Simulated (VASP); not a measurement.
# Ni (Fm-3m) in VASP: settings compared

The runs below take Ni through relaxation of cell and atoms, with BLYP+D4, r2SCAN, SCAN.

Program: VASP 6.6.1. These are calculated values, not measurements. Logs are shortened: lines on timing, memory, paths and dates and some standing lists are left out, and cuts for length are marked.

### 1 Starting point

It takes space group Fm-3m (No. 225, cubic). Conventional cell: a = 3.475 Å, b = 3.475 Å, c = 3.475 Å, α = 90.00°, β = 90.00°, γ = 90.00°. Around Ni (site symmetry m-3m) lie 12 Ni at 2.46 Å.

### 2 Relaxation of cell and atoms, BLYP+D4, collinear spin, ferromagnetic start

INCAR

```
PREC = Accurate
ENCUT = 600
EDIFF = 1E-6
ISMEAR = -1
SIGMA = 0.05
LREAL = F
LASPH = T
NELM = 100
ALGO = Normal
ISIF = 3
LWAVE = F
LCHARG = F
ISPIN = 2
MAGMOM = 1
LORBIT = 11
LMAXMIX = 4
GGA = B5
ALDAX = 1.0
AGGAX = 1.0
AGGAC = 1.0
ALDAC = 0.0
IVDW = 13
VDW_S6 = 1.0
VDW_S8 = 2.34076671
VDW_A1 = 0.44488865
VDW_A2 = 4.0933009
IBRION = 2
NSW = 60
EDIFFG = -0.01
```

KPOINTS

```
regular mesh
0
Gamma
  13 13 13
```

POSCAR

```
Ni
1.0
    0.0000000000      1.7375729330      1.7375729330
    1.7375729330      0.0000000000      1.7375729330
    1.7375729330      1.7375729330      0.0000000000
Ni
1
Direct
    0.0000000000      0.0000000000      0.0000000000
```

Potentials or basis: VASP PAW PBE potentials, release 64 (Ni).

Command:

```bash
$ cat potpaw_PBE.64/Ni/POTCAR > POTCAR
$ mpirun -np 1 vasp_std > vasp.out
```

OUTCAR:

```text
PREC = Accurate
   ENCUT = 600
   EDIFF = 1E-6
   ISMEAR = -1
   LREAL = F
   LASPH = T
   NELM = 100
   ISIF = 3
   ISPIN = 2
   LORBIT = 11
   GGA = B5
   IVDW = 13
   IBRION = 2
   NSW = 60
   EDIFFG = -0.01

 ion  position               nearest neighbor table
   1  0.000  0.000  0.000-

  LATTYP: Found a face centered cubic cell.
 ALAT       =     3.4751458660

  Lattice vectors:

 A1 = (   0.0000000000,   1.7375729330,   1.7375729330)
 A2 = (   1.7375729330,   0.0000000000,   1.7375729330)
 A3 = (   1.7375729330,   1.7375729330,   0.0000000000)

Analysis of symmetry for initial positions (statically):
=====================================================================
 Subroutine PRICEL returns:
 Original cell was already a primitive cell.

 Routine SETGRP: Setting up the symmetry group for a
 face centered cubic supercell.

 Subroutine GETGRP returns: Found 48 space group operations
 (whereof 48 operations were pure point group operations)
 out of a pool of 48 trial point group operations.

The static configuration has the point symmetry O_h .

Analysis of symmetry for dynamics (positions and initial velocities):
=====================================================================
 Subroutine PRICEL returns:
 Original cell was already a primitive cell.

 Routine SETGRP: Setting up the symmetry group for a
 face centered cubic supercell.

 Subroutine GETGRP returns: Found 48 space group operations
 (whereof 48 operations were pure point group operations)
 out of a pool of 48 trial point group operations.

The dynamic configuration has the point symmetry O_h .

Analysis of structural, dynamic, and magnetic symmetry:
=====================================================================
 Subroutine PRICEL returns:
 Original cell was already a primitive cell.

 Routine SETGRP: Setting up the symmetry group for a
 face centered cubic supercell.

 Subroutine GETGRP returns: Found 48 space group operations
 (whereof 48 operations were pure point group operations)
 out of a pool of 48 trial point group operations.

The overall configuration has the point symmetry O_h .

 Subroutine INISYM returns: Found 48 space group operations
 (whereof 48 operations are pure point group operations),
 and found     1 'primitive' translations

----------------------------------------------------------------------------------------

                                     Primitive cell

  volume of cell :      10.4920

  direct lattice vectors                    reciprocal lattice vectors
     0.000000000  1.737572933  1.737572933    -0.287757705  0.287757705  0.287757705
     1.737572933  0.000000000  1.737572933     0.287757705 -0.287757705  0.287757705
     1.737572933  1.737572933  0.000000000     0.287757705  0.287757705 -0.287757705

  length of vectors
     2.457299207  2.457299207  2.457299207     0.498410966  0.498410966  0.498410966

  position of ions in fractional coordinates (direct lattice)
     0.000000000  0.000000000  0.000000000

  ion indices of the primitive-cell ions
   primitive index   ion index
                 1           1

----------------------------------------------------------------------------------------

 KPOINTS: regular mesh

Automatic generation of k-mesh.
 Grid dimensions read from file:
 generate k-points for:   13   13   13

 Generating k-lattice:

  Cartesian coordinates                     Fractional coordinates (reciprocal lattice)
    -0.022135208  0.022135208  0.022135208     0.076923077  0.000000000  0.000000000
     0.022135208 -0.022135208  0.022135208     0.000000000  0.076923077  0.000000000
     0.022135208  0.022135208 -0.022135208     0.000000000  0.000000000  0.076923077

  Length of vectors
     0.038339305  0.038339305  0.038339305

  Shift w.r.t. Gamma in fractional coordinates (k-lattice)
     0.000000000  0.000000000  0.000000000

 Subroutine IBZKPT returns following result:
 ===========================================

 Found     84 irreducible k-points:

 Following reciprocal coordinates:
            Coordinates               Weight
  0.000000  0.000000  0.000000      1.000000
  0.076923  0.000000  0.000000      8.000000
  0.153846  0.000000  0.000000      8.000000
  0.230769  0.000000  0.000000      8.000000
  0.307692  0.000000  0.000000      8.000000
  0.384615  0.000000  0.000000      8.000000
[... 16 lines left out ...]
  0.384615  0.153846  0.000000     24.000000
  0.461538  0.153846  0.000000     24.000000
 [... further k-points ...]
   k-points           NKPTS =     84   k-points in BZ     NKDIM =     84   number of bands    NBANDS=     10
   number of dos      NEDOS =    301   number of ions     NIONS =      1
   total plane-waves  NPLWV =   8000
   dimension x,y,z NGX =    20 NGY =   20 NGZ =   20
   dimension x,y,z NGXF=    40 NGYF=   40 NGZF=   40
   ions per type =               1
   NGX,Y,Z   is equivalent  to a cutoff of  13.53, 13.53, 13.53 a.u.
   NGXF,Y,Z  is equivalent  to a cutoff of  27.06, 27.06, 27.06 a.u.
 SYSTEM =  unknown system
   PREC   = accura    normal or accurate (medium, high low for compatibility)
   ISTART =      0    job   : 0-new  1-cont  2-samecut
   ICHARG =      2    charge: 1-file 2-atom 10-const
   ISPIN  =      2    spin polarized calculation?
   LNONCOLLINEAR =      F non collinear calculations
   LSORBIT =      F    spin-orbit coupling
   LASPH  =      T    aspherical Exc in radial PAW
   ENCUT  =  600.0 eV  44.10 Ry    6.64 a.u.   4.91  4.91  4.91*2*pi/ulx,y,z
   NELM   =    100;   NELMIN=  2; NELMDL= -5     # of ELM steps
   EDIFF  = 0.1E-05   stopping-criterion for ELM
   LREAL  =      F    real-space projection
   EDIFFG = -.1E-01   stopping-criterion for IOM
   NSW    =     60    number of steps for IOM
   IBRION =      2    ionic relax: 0-MD 1-quasi-New 2-CG
   NFREE  =      1    steps in history (QN), initial steepest desc. (CG)
   ISIF   =      3    stress and relaxation
   ISYM   =      2    0-nonsym 1-usesym 2-fastsym
   POTIM  = 0.5000    time-step for ionic-motion
   TEBEG  =    0.0;   TEEND  =   0.0 temperature during run
   PSTRESS=    0.0 pullay stress
   NELECT =      10.0000    total number of electrons
   NUPDOWN=      -1.0000    fix difference up-down
   EMIN   =  10.00;   EMAX   =-10.00  energy-range for DOS
   EFERMI =   0.00;   METHOD = LEGACY
   ISMEAR =    -1;   SIGMA  =   0.05  broadening in eV -4-tet -1-fermi 0-gaus
   EFERMI_NEDOS =   21; number of points for ismear=-14 and -15
   IALGO  =     38    algorithm
   IMIX   =      4    mixing-type and parameters
     AMIX     =   0.40;   BMIX     =  1.00
     AMIX_MAG =   1.60;   BMIX_MAG =  1.00
  volume/ion in A,a.u.               =      10.49        70.80
  Fermi-wavevector in a.u.,A,eV,Ry     =   1.611097  3.044533 35.315755  2.595635
  Thomas-Fermi vector in A             =   2.706542
   LORBIT       =     11    0 simple, 1 ext, 2 COOP (PROOUT), +10 PAW based schemes
   GGA     = B5    functional components
   LHFCALC =     F    Hartree Fock is set to
   AEXX    =    0.0000 exact exchange contribution
   IVDW    =    13    specifies the selected vdW correction
   LEPSILON=     F    determine dielectric tensor
   LRPA    =     F    only Hartree local field effects (RPA)
 conjugate gradient relaxation of ions
 spin polarized calculation
  energy-cutoff  :      600.00
  volume of cell :       10.49
 maximum number of plane-waves:       365
   NGX =  9   NGY =  9   NGZ =  9

--------------------------------------- Ionic step        1  -------------------------------------------

 number of electron      10.0000000 magnetization       1.0000000

 number of electron       9.9999999 magnetization       0.6139971

 Free energy of the ion-electron system (eV)
  ---------------------------------------------------
  ext. energy  EPLUGINS =         0.00000000
  ---------------------------------------------------
  free energy    TOTEN  =        -4.56737962 eV

  energy without entropy =       -4.55506572  energy(sigma->0) =       -4.56122267

------------------------ aborting loop because EDIFF is reached ----------------------------------------

  DFT-D4 for vdW energy calculation

  Edisp (eV):   -0.91516

  FORCE on cell =-STRESS in cart. coord.  units (eV):
  Direction    XX          YY          ZZ          XY          YZ          ZX
  --------------------------------------------------------------------------------------
  -------------------------------------------------------------------------------------
  Total       0.28420     0.28420     0.28420     0.00000     0.00000    -0.00000
  in kB      43.39852    43.39852    43.39852     0.00000     0.00000    -0.00000
  external pressure =       43.40 kB  Pullay stress =        0.00 kB
[... 20 lines left out ...]
  energy  without entropy=       -5.4702274828  energy(sigma->0) =       -5.47638444

--------------------------------------- Ionic step        2  -------------------------------------------

 number of electron      10.0000010 magnetization       0.6155750

 E-fermi :   9.7627     XC(G=0): -12.6369

 val. band max:        9.7469635206   @ k =   0.3846   0.0769   0.0000
 cond. band min:       9.7655164381   @ k =  -0.4615   0.4615   0.0000
 fundamental gap:      0.0185529175
 Fermi energy:         9.7626624388

 spin component 1

 k-point     1 :       0.0000    0.0000    0.0000
  band No.  band energies     occupation
      1       0.9392      1.00000
      2       7.3534      1.00000
      3       7.3534      1.00000
      4       7.3534      1.00000
      5       8.5129      1.00000
      6       8.5129      1.00000
      7      33.8101      0.00000
      8      37.3472      0.00000
      9      37.3472      0.00000
     10      37.3472      0.00000
[... 651 lines left out ...]
  energy  without entropy=       -5.4694697302  energy(sigma->0) =       -5.47595919

--------------------------------------- Ionic step        3  -------------------------------------------

 number of electron      10.0000006 magnetization       0.6147935

 Free energy of the ion-electron system (eV)
  ---------------------------------------------------
  ext. energy  EPLUGINS =         0.00000000
  ---------------------------------------------------
  free energy    TOTEN  =        -4.58818493 eV

  energy without entropy =       -4.57554858  energy(sigma->0) =       -4.58186676

 E-fermi :  10.0600     XC(G=0): -12.7574

 val. band max:       10.0585481921   @ k =  -0.4615   0.4615   0.0000
 cond. band min:      10.0801328868   @ k =  -0.3846   0.3077   0.0000
 fundamental gap:      0.0215846947
 Fermi energy:        10.0600327672

 spin component 1

 k-point     1 :       0.0000    0.0000    0.0000
  band No.  band energies     occupation
      1       1.0950      1.00000
      2       7.5985      1.00000
      3       7.5985      1.00000
      4       7.5985      1.00000
      5       8.7911      1.00000
      6       8.7911      1.00000
      7      34.2821      0.00000
      8      37.9906      0.00000
      9      37.9906      0.00000
     10      37.9906      0.00000
[... 647 lines left out ...]
  FREE ENERGIE OF THE ION-ELECTRON SYSTEM (eV)
  ---------------------------------------------------
  free  energy   TOTEN  =        -5.4853596351 eV

  energy  without entropy=       -5.4727232816  energy(sigma->0) =       -5.47904146

 reached required accuracy - stopping structural energy minimisation

 total charge

# of ion       s       p       d       tot
------------------------------------------
    1        0.507   0.498   8.376   9.381

 magnetization (x)

# of ion       s       p       d       tot
------------------------------------------
    1       -0.005  -0.022   0.649   0.622
```

It took 29 s on 1 thread of Intel Xeon 6975P-C (Granite Rapids), shared host; peak memory 0.15 GiB.

What came out:

```yaml
Free_energy: -5.4854 eV
Relaxed_volume: 10.71 Å³/atom
Relaxed_cell: a = 2.474 Å, b = 2.474 Å, c = 2.474 Å, α = 60.00°, β = 60.00°, γ = 60.00°
Space_group_after_relaxing_to_0.05_Å: Fm-3m (No. 225)
Energy_gained_by_relaxing: 2.8 meV/atom
Ionic_steps: 3
Pressure_after_relaxing: 0.0 GPa
Band_gap_on_the_k_mesh: none (metal or under the smearing width)
Net_moment: 0.61 μB per cell
Site_moments: Ni +0.62 μB
Valence_electrons_inside_the_program's_atomic_spheres: Ni 9.38
Dispersion_energy_per_atom: -0.897 eV
```

Step by step:
| step | energy change (eV) | largest force (eV/Å) | pressure (GPa) | volume (Å³) |
| --- | --- | --- | --- | --- |
| 1 | 0.0000 | 0.0000 | 4.34 | 10.49 |
| 2 | 0.0001 | 0.0000 | -4.07 | 10.93 |
| 3 | -0.0028 | 0.0000 | -0.03 | 10.71 |

Final structure:
```yaml
crystal:
  lattice:
    - [0.00000, 1.74927, 1.74927]
    - [1.74927, 0.00000, 1.74927]
    - [1.74927, 1.74927, 0.00000]
  atoms:
    - { symbol: Ni, position: [0.00000, 0.00000, 0.00000] }
```

Caveat: the PAW data sets were made with another functional, which shifts forces and pressure a little; pairwise dispersion overbinds metals, which lowers pressure and volume.

(Part 1 of 2 ends here.)
